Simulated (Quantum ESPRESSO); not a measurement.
**BN in Quantum ESPRESSO: the effect of pseudo set**

The system is BN.

```xyz
4
Lattice="2.4982 0.0000 0.0000 -1.2491 2.1635 0.0000 0.0000 0.0000 6.6357" Properties=species:S:1:pos:R:3 pbc="T T T"
N     1.2491    0.7212    1.6589
N     0.0000    1.4424    4.9768
B     1.2491    0.7212    4.9768
B     0.0000    1.4424    1.6589
```

Alike in all runs:

* Program: Quantum ESPRESSO 7.5
* Task: band structure
* Functional: LDA
* k mesh: 12 × 12 × 4
* Occupations: fermi-dirac, width 0.05 eV
* Spin: no spin polarisation

| pseudo set | cutoff | pressure (GPa) |
| --- | --- | --- |
| GBRV 1.5 LDA | 612 eV | ? |
| JTH 2.0 LDA | 680 eV | -3.4 |
| PseudoDojo 0.4.1 SR LDA standard | 1143 eV | -2.9 |
| PseudoDojo 0.4.1 SR LDA stringent | 1143 eV | -2.9 |

What does the run with pseudo set GBRV 1.5 LDA give?

Pressure -2.1 GPa.

Runs at the PBE level aren't shown here.
